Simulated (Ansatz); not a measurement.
# BaTiO3 (P1) in Ansatz: settings compared

The runs below take BaTiO3 through relaxation of cell and atoms, single point, with RPBE, PBE.

Everything below comes from runs of Ansatz 0.2.0. Logs are shortened: lines on timing, memory, paths and dates and some standing lists are left out, and cuts for length are marked.

### Step 1. Starting point

The typed cell holds 5 atoms: a = 4.004 Å, b = 4.004 Å, c = 4.004 Å, α = 89.85°, β = 89.85°, γ = 89.85°.

### Step 2. Relaxation of cell and atoms, RPBE

The input, input.yaml:

```yaml
crystal:
  lattice:
    - [2.82766816, 1.63255497, 2.31773161]
    - [-2.82766816, 1.63255497, 2.31773161]
    - [0.0, -3.26510994, 2.31773161]
  atoms:
    - { symbol: Ba, position: [0.03347316, 0.98846853, 0.00183776] }
    - { symbol: Ti, position: [0.50610326, 0.52748478, 0.53723216] }
    - { symbol: O, position: [0.48624715, 0.49714708, 0.97115146] }
    - { symbol: O, position: [0.47408987, 0.98641501, 0.47201237] }
    - { symbol: O, position: [0.97878656, 0.47918459, 0.49646624] }
hamiltonian:
  xc: rpbe
  pseudopotentials: { kind: paw }
kpoints:
  mp_grid: { grid: [7, 7, 7] }
scf:
  occupations: { method: fermi_dirac, width: 0.05 }
output:
  forces: true
  stress: true
  eigenvalues: true
  write_density: true
  write_potential: true
  elf: true
  volumetric_format: npy
relax:
  f_tol: 0.01
  max_steps: 40
  cell: { stress_tol: 0.05 }
```

Potentials or basis: Ansatz PAW.

On the command line:

```sh
$ ansatz run input.yaml --threads 2 --pin off --max-ram 5632MiB --backend cpu --events-out ev --progress --plain --runs-dir out
```

Output:

```text
Warning: RAYON_NUM_THREADS=2 ignored (pool sized by the plan → 2); use --threads N
Engine: ansatz 0.2.0, aarch64-unknown-linux-gnu
Pseudopotentials: kind: paw
Pseudopotential: Ba, paw, valence charge 10, recommended cutoff 420 eV (normal), Ba.paw.azcp
Pseudopotential: Ti, paw, valence charge 12, recommended cutoff 420 eV (normal), Ti.paw.azcp
Pseudopotential: O, paw, valence charge 6, recommended cutoff 420 eV (normal), O.paw.azcp
Functional definition: RPBE
  parameter kappa = 0.804
  parameter beta = 0.06672455060314922
  exchange = rpbe_x(kappa = kappa, mu = beta*pi^2/3)
  correlation = pbe_c(beta = beta)
Crystal: 5 atoms, lattice volume = 64.196 Å³
Basis set: ecut = 420 eV, 1237 PW (Γ), exchange–correlation on 54×54×54 points (8 copies of the dense FFT grid, shifted against one another)
Bands: 25, of which v1, the nominal top of the filled ones, is band 20 counted from 1 (19 counted from 0)
Symmetry: 1 space group operations
Space group: P1 (ITA 1), of the structure as read, at distance tolerance 4.0e-5 Å
k-points: 172 of 343 (time reversal used)
Non-local potential: Ba, projectors of the file, l = 0: 3, l = 1: 2, l = 2: 2, l = 3: 2
Non-local potential: Ti, projectors of the file, l = 0: 3, l = 1: 2, l = 2: 3, l = 3: 1
Non-local potential: O, projectors of the file, l = 0: 2, l = 1: 2, l = 2: 1
PAW form: soft (Blöchl's): semilocal exchange-correlation on the pseudo side does not see the compensation charge
PAW frozen core: Ba, regenerated for the run's functional, and the local potential with it (the file was generated under x = pbe(κ = 0.804, μ = 0.2195149727645171), c = pbe(β = 0.06672455060314922))
PAW frozen core: Ti, regenerated for the run's functional, and the local potential with it (the file was generated under x = pbe(κ = 0.804, μ = 0.2195149727645171), c = pbe(β = 0.06672455060314922))
PAW frozen core: O, regenerated for the run's functional, and the local potential with it (the file was generated under x = pbe(κ = 0.804, μ = 0.2195149727645171), c = pbe(β = 0.06672455060314922))
PAW one-centre angular grid: Ba, 194 points (default); XC on 64 Gauss nodes
PAW one-centre angular grid: Ti, 590 points (default); XC on 64 Gauss nodes
PAW one-centre angular grid: O, 110 points (default); XC on 64 Gauss nodes
Initial density: superposition of atomic densities (neutral atoms: chi_scale 0, normalization atom), corrected by the library's trained network
Initial wavefunctions: pseudopotential atomic-orbital guess
Functional: x = rpbe, c = pbe(β = 0.06672455060314922)
SCF iter   1: F=—  HF=-10178.253083 eV  |F-HF|=—  |Δ(HF+E_count)|=         —  Δρ=3.84e-3  dr2=8.23e-3  ethr=1.77e-3  ⟨swp⟩=6.0  Hψ=21497  notcnv=0
preconditioner: auto → Resta (q_TF=auto, 2.521 Å⁻¹)  ε∞=5.4  [insulator: Δε(μ)=2.842 eV  Ē_g=12.442 eV  σ=0.050 eV  W_gap=1.00  n_scr=18 (ndim 8)  ℏωp=26.2 eV  f_vac=0.000  D(μ)=0.00/eV (n_scr^D=0)  ε∞_Penn≈5.4]
SCF iter   2: F=—  HF=-10178.252874 eV  |F-HF|=—  |Δ(HF+E_count)|=   2.09e-4  Δρ=1.89e-3  dr2=1.63e-3  ethr=2.06e-5  ⟨swp⟩=2.2  Hψ=8745  notcnv=0  defer=3
SCF iter   3: F=—  HF=-10178.253268 eV  |F-HF|=—  |Δ(HF+E_count)|=   3.94e-4  Δρ=5.34e-4  dr2=1.72e-4  ethr=4.07e-6  ⟨swp⟩=1.2  Hψ=4505  notcnv=0  defer=3
SCF iter   4: F=—  HF=-10178.253323 eV  |F-HF|=—  |Δ(HF+E_count)|=   5.44e-5  Δρ=9.64e-5  dr2=3.60e-6  ethr=4.29e-7  ⟨swp⟩=2.4  Hψ=6316  notcnv=0  defer=3
SCF iter   5: F=—  HF=-10178.253105 eV  |F-HF|=—  |Δ(HF+E_count)|=   2.17e-4  Δρ=2.78e-5  dr2=3.18e-7  ethr=9.00e-9  ⟨swp⟩=2.7  Hψ=7695  notcnv=0  defer=3
SCF iter   6: F=-10178.253106 eV  HF=-10178.253106 eV  |F-HF|=2.71e-8  |Δ(HF+E_count)|=   5.28e-7  Δρ=7.43e-6  dr2=4.65e-8  ethr=2.50e-10  ⟨swp⟩=12.6  Hψ=36197  notcnv=0
SCF 1 converged in 6 iterations: F = -10178.253106 eV  dr2 = 4.65e-8
relax step   1: F+E_penalty+E_count = -10178.25310568 eV  Δ(F+E_penalty+E_count) = +0.000e0 eV  max|allowed force component| = 1.483e0 eV/Å  Δτ_max = 0.0000 Å  P = +13.792 GPa  Ω = 64.196 Å³  (6 SCF iters, dr2 threshold 1.00e-7 eV, accepted)
Crystal: 5 atoms, lattice volume = 68.961 Å³
Basis set: ecut = 420 eV, 1357 PW (Γ), exchange–correlation on 54×54×54 points (8 copies of the dense FFT grid, shifted against one another)
Initial density: handed on by an earlier stage of this run
Initial wavefunctions: those handed on with the density
[... 119 lines left out ...]
SCF iter   3: F=—  HF=-10178.644237 eV  |F-HF|=—  |Δ(HF+E_count)|=   2.53e-6  Δρ=1.20e-5  dr2=9.53e-8  ethr=2.98e-8  ⟨swp⟩=2.1  Hψ=7353  notcnv=0
SCF iter   4: F=—  HF=-10178.644235 eV  |F-HF|=—  |Δ(HF+E_count)|=   1.31e-6  Δρ=3.78e-6  dr2=1.17e-8  ethr=2.38e-10  ⟨swp⟩=2.1  Hψ=7003  notcnv=0
iter 5 did not close the SCF: its close was put off for the readings that it lacked (scf_convergence_deferred on its scf_iter line)
SCF iter   5: F=-10178.644235 eV  HF=-10178.644235 eV  |F-HF|=6.73e-11  |Δ(HF+E_count)|=   7.67e-9  Δρ=1.33e-6  dr2=9.96e-10  ethr=2.92e-11  ⟨swp⟩=2.0  Hψ=6454  notcnv=0
SCF iter   6: F=-10178.644235 eV  HF=-10178.644235 eV  |F-HF|=2.36e-11  |Δ(HF+E_count)|=  3.80e-10  Δρ=4.23e-7  dr2=8.61e-11  ethr=2.49e-12  ⟨swp⟩=6.0  Hψ=25332  notcnv=0
SCF 11 converged in 6 iterations: F = -10178.644235 eV  dr2 = 8.61e-11
relax step  11: F+E_penalty+E_count = -10178.64423523 eV  Δ(F+E_penalty+E_count) = +1.772e-4 eV  max|allowed force component| = 3.957e-4 eV/Å  Δτ_max = 0.0011 Å  P = -0.005 GPa  Ω = 70.091 Å³  energy of the carried Pulay correction = -1.925e-4 eV  (6 SCF iters, dr2 threshold 1.06e-8 eV, accepted)
iter 1 solved again at ethr=2.86e-8 eV; its pass at ethr=3.10e-3 eV (dr2=1.14e-5 eV) is discarded
SCF iter   1: F=—  HF=-10178.644241 eV  |F-HF|=—  |Δ(HF+E_count)|=         —  Δρ=1.28e-5  dr2=3.20e-8  ethr=2.86e-8  ⟨swp⟩=3.1  Hψ=34556  notcnv=0
preconditioner: auto → Resta (q_TF=auto, 2.485 Å⁻¹)  ε∞=5.3  [insulator: Δε(μ)=2.923 eV  Ē_g=12.039 eV  σ=0.050 eV  W_gap=1.00  n_scr=18 (ndim 8)  ℏωp=25.1 eV  f_vac=0.000  D(μ)=0.00/eV (n_scr^D=0)  ε∞_Penn≈5.3]
SCF iter   2: F=—  HF=-10178.644417 eV  |F-HF|=—  |Δ(HF+E_count)|=   1.77e-4  Δρ=5.69e-6  dr2=4.75e-9  ethr=8.01e-11  ⟨swp⟩=3.2  Hψ=10780  notcnv=0
SCF iter   3: F=—  HF=-10178.644417 eV  |F-HF|=—  |Δ(HF+E_count)|=   6.18e-9  Δρ=3.68e-6  dr2=2.20e-9  ethr=1.19e-11  ⟨swp⟩=1.7  Hψ=4571  notcnv=0
SCF iter   4: F=—  HF=-10178.644417 eV  |F-HF|=—  |Δ(HF+E_count)|=   4.75e-9  Δρ=7.89e-7  dr2=1.37e-10  ethr=5.49e-12  ⟨swp⟩=2.3  Hψ=7505  notcnv=0
iter 5 did not close the SCF: its close was put off for the readings that it lacked (scf_convergence_deferred on its scf_iter line)
SCF iter   5: F=-10178.644417 eV  HF=-10178.644417 eV  |F-HF|=9.09e-12  |Δ(HF+E_count)|=  1.84e-10  Δρ=2.18e-7  dr2=1.37e-11  ethr=1.00e-12  ⟨swp⟩=1.8  Hψ=6544  notcnv=0
SCF iter   6: F=-10178.644417 eV  HF=-10178.644417 eV  |F-HF|=3.64e-12  |Δ(HF+E_count)|=  1.46e-11  Δρ=7.99e-8  dr2=1.60e-12  ethr=1.00e-12  ⟨swp⟩=4.8  Hψ=19274  notcnv=0
SCF 12 converged in 6 iterations: F = -10178.644417 eV  dr2 = 1.60e-12
relax step  12: F+E_penalty+E_count = -10178.64441720 eV  Δ(F+E_penalty+E_count) = -1.820e-4 eV  max|allowed force component| = 4.000e-4 eV/Å  Δτ_max = 0.0000 Å  P = -0.004 GPa  Ω = 70.091 Å³  stress off target by 4.41e-3 GPa  SCF on the basis re-selected at this cell (its energy is not comparable with the rows above)  (6 SCF iters)
basis re-selected at this cell: Δ(F+E_penalty+E_count) = -1.820e-4 eV, ΔP = +0.001 GPa vs the last step (what re-selecting the basis moved, of the pressure what is left beyond the Pulay correction that the steps carried, after the strain that the cell walked since its last selection, with what the two solves' SCF thresholds leave and, on support functions, any second-order correction that the steps lacked; it is no measure of the basis error at this ecutwfc). This SCF's stress stands 4.41e-3 GPa from its target on what of the cell is left free (relax.cell.stress_tol is 5.00e-2 GPa) and its largest allowed force component is 4.00e-4 eV/Å (relax.f_tol is 1.00e-2 eV/Å): within both
SCF converged after 6 iterations
Free energy (F): -10178.644417 eV
Harris-Foulkes:  -10178.644417 eV  (|F-HF|=3.64e-12)
Internal energy: -10178.644417 eV  (E = F + TS)
E sigma→0 (E₀):  -10178.644417 eV
Fermi energy:    10.564727 eV
--- Per-component energies (eV) ---
  E_band       = -182.902026
  E_kinetic    = 967.984713
  E_local      = -2259.277503  (includes V_loc(G=0)·N_el)
  E_nonlocal   = 199.761879
  E_hartree    = 880.037538
  E_xc         = -492.004062
  E_vxc        = -544.905473  (∫ρ·V_xc dr)
  E_paw        = -6762.064889  (= ΣΔE_a)
  E_vpaw       = -306.548046  (= ΣTr[D̂ρ^β])
  E_aug_tail   = 0.007354  (compensation charges beyond the density's cutoff)
  E_ewald      = -2712.924525
  E_core_change = -0.164921  (= ΣΔE_core)
  E_smearing   = -0.000000  (= −TS)
  E_closure    = 0.000000  (closes the sum)
  Σ components = -10178.644417   (vs F -10178.644417, Δ=0.00e0)
--- Forces (eV/Å), atoms counted from 1 ---
  atom   1  Ba    -0.00002801    -0.00007160    -0.00039786
  atom   2  Ti    -0.00005945     0.00007951     0.00015739
  atom   3  O     -0.00000399     0.00013515     0.00003297
  atom   4  O      0.00011018    -0.00008609     0.00008345
  atom   5  O     -0.00001870    -0.00005709     0.00013456
  max |Σ_I F_I| component: 1.05e-5 eV/Å
--- Stress (GPa, compression-positive) ---
       -0.004071       0.000185       0.000254
        0.000185      -0.004191       0.000397
        0.000254       0.000397      -0.003653
  P = ⅓ Tr σ = -0.0040 GPa (-0.040 kbar)
--- Band table (eV; the first three rows and the last of 172) ---
  k-point 0: bands = ["-47.1645", "-23.3702", "-23.3648", "-23.3644", "-15.7919", "-7.4677", "-6.8322", "-6.8315", "-0.9483", "-0.9459", "-0.9456", "7.0499", "7.0550", "7.0555", "7.7477", "7.7486", "8.2400", "8.3389", "8.4856", "8.4861", "12.0522", "12.0545", "12.2633", "13.7671", "13.7676"]
  k-point 1: bands = ["-47.1644", "-23.3744", "-23.3668", "-23.3641", "-15.7785", "-7.4665", "-6.8292", "-6.8267", "-0.9272", "-0.9269", "-0.8979", "6.7492", "7.0208", "7.0313", "7.6035", "7.6094", "8.1000", "8.1162", "8.4541", "8.5412", "12.0260", "12.2498", "12.3010", "13.7683", "14.1442"]
  k-point 2: bands = ["-47.1642", "-23.3880", "-23.3669", "-23.3636", "-15.7481", "-7.5015", "-6.8158", "-6.7781", "-0.8849", "-0.8790", "-0.7900", "6.1441", "6.9107", "6.9214", "7.3671", "7.3745", "7.8541", "7.8545", "8.3311", "8.3561", "12.1117", "12.5385", "12.6918", "13.7575", "14.6633"]
  k-point 171: bands = ["-47.1638", "-23.3982", "-23.3729", "-23.3693", "-15.7045", "-7.4228", "-6.7924", "-6.7447", "-0.9670", "-0.8792", "-0.7316", "5.6455", "6.3454", "6.7101", "6.9215", "7.0371", "7.5785", "8.0448", "8.3044", "8.3282", "12.4300", "12.8477", "13.0544", "14.2770", "15.2794"]
--- Relaxed structure (9 steps of the walk, 9 accepted, 3 SCFs on fresh bases) ---
  F+E_penalty+E_count = -10178.64441720 eV   max|allowed force component| = 4.000e-4 eV/Å   (the final SCF, on the basis selected at the relaxed cell)
  cell:  # Å, volume = 70.0909 Å³
    - [2.9020847960261493, 1.6754176646700563, 2.4020454640582094]
    - [-2.901815935381247, 1.6752876083304957, 2.4018090585317147]
    - [2.1798228699580633e-5, -3.3519053632843496, 2.4027725763214343]
  atoms:
    - { symbol: Ba, position: [0.008098313380393962, 1.0080717992504167, 0.008165499007873833] }
    - { symbol: Ti, position: [0.5241481858654822, 0.5241121515310463, 0.5242541668356183] }
    - { symbol: O, position: [0.48704166179850006, 0.48704612925537233, 0.9723238283604168] }
    - { symbol: O, position: [0.48698299997222666, 0.9724666344733566, 0.48697152179998715] }
    - { symbol: O, position: [0.9724288389833962, 0.4870032754898074, 0.48698497399610385] }
```

Run time: 4 min. Hardware: 2 threads of Arm Neoverse V1, shared host; peak memory 0.59 GiB.

Results:

```yaml
Free_energy: -10178.6444 eV
Relaxed_volume: 14.02 Å³/atom
Relaxed_cell: a = 4.123 Å, b = 4.123 Å, c = 4.124 Å, α = 89.48°, β = 89.48°, γ = 89.48°
Space_group_after_relaxing_to_0.05_Å: R3m (No. 160)
Energy_gained_by_relaxing: 78.3 meV/atom
Ionic_steps: 12
Pressure_after_relaxing: 0.0 GPa
Band_gap_on_the_k_mesh: 2.92 eV, indirect (least direct gap 3.40 eV)
```

The path:
| step | energy change (eV) | largest force (eV/Å) | volume (Å³) |
| --- | --- | --- | --- |
| 1 | 0.0000 | 2.2261 | 64.20 |
| 2 | -0.3092 | 0.8465 | 68.96 |
| 3 | -0.3440 | 0.3235 | 70.14 |
| 4 | -0.3637 | 0.0860 | 69.47 |
| 5 | -0.3655 | 0.0099 | 69.55 |
| 6 | -0.3658 | 0.0295 | 69.46 |
| 7 | -0.3657 | 0.0011 | 69.52 |
| 8 | -0.3902 | 0.0008 | 69.52 |
| 9 | -0.3898 | 0.0028 | 70.02 |
| 10 | -0.3913 | 0.0028 | 70.02 |
| 11 | -0.3911 | 0.0004 | 70.09 |
| 12 | -0.3913 | 0.0004 | 70.09 |

Final structure:
```
Ba Ti O
1.0
     2.90208    1.67542    2.40205
    -2.90182    1.67529    2.40181
     0.00002   -3.35191    2.40277
Ba Ti O
1 1 3
Cartesian
  -2.9017 1.6750 2.4603
  0.0003 -0.0010 3.7775
  0.0001 -1.6272 4.6760
  -1.4086 0.8128 4.6755
  1.4089 0.8128 4.6756
```

Caveat: odd divisions of the mesh miss points on the zone boundary, where band edges often lie, so the gap on the mesh can be too wide; the plane-wave basis is chosen anew once the cell has moved, so the energies of steps on either side of that aren't comparable; the pressure holds a Pulay correction of +0.4 GPa for the finite cutoff; spin-orbit coupling is left out, which moves the levels of the heavy elements; the PAW data sets come from PBE, with cores solved anew for the run's functional, which leaves a small shift of forces and pressure. Zero-point motion and thermal expansion aren't in these numbers.

### Step 3. Single point, PBE

input.yaml: that of step 2 with these lines changed.

```diff
@@ -12,3 +12,3 @@
 hamiltonian:
-  xc: rpbe
+  xc: pbe
   pseudopotentials: { kind: paw }
@@ -18,2 +18,4 @@
   occupations: { method: fermi_dirac, width: 0.05 }
+basis:
+  ecutwfc: "800 eV"
 output:
@@ -22,9 +24 @@
   eigenvalues: true
-  write_density: true
-  write_potential: true
-  elf: true
-  volumetric_format: npy
-relax:
-  f_tol: 0.01
-  max_steps: 40
-  cell: { stress_tol: 0.05 }
```

Potentials or basis: Ansatz PAW.

On the command line:

```sh
$ ansatz run input.yaml --threads 2 --pin off --max-ram 5632MiB --backend cpu --events-out ev --progress --plain --runs-dir out
```

It took 34 s on 2 threads of Arm Neoverse V1, shared host; peak memory 0.81 GiB.

The run converged. Its results:

```
Free energy            : -10159.3733 eV
Pressure               : 9.4 GPa
Largest force          : 2.195 eV/Å
Band gap on the k mesh : 2.78 eV, indirect (least direct gap 3.32 eV)
```

Forces on the atoms (eV/Å):
```
Ba  -1.167 -0.384 -0.179
Ti   0.902  1.464 -1.365
O    0.109 -1.161  0.836
O    0.294 -0.203  0.519
O   -0.138  0.284  0.189
```

Stress tensor (GPa, compression positive):
```
 7.25  0.17 -0.35
 0.17 11.52 -4.50
-0.35 -4.50  9.55
```

Levels at points of the mesh, in eV from the valence-band top:
```
           k point  band 16  band 17  band 18  band 19  band 20  band 21  band 22  band 23  band 24  band 25
(0.00, 0.00, 0.00)    -1.71    -1.20    -0.70    -0.59    -0.54     2.78     3.04     3.37     4.86     5.13
```

Caveat: odd divisions of the mesh miss points on the zone boundary, where band edges often lie, so the gap on the mesh can be too wide; spin-orbit coupling is left out, which moves the levels of the heavy elements; forces of over 1 eV/Å show positions far from the minimum, so gaps and moduli don't describe the material at rest.
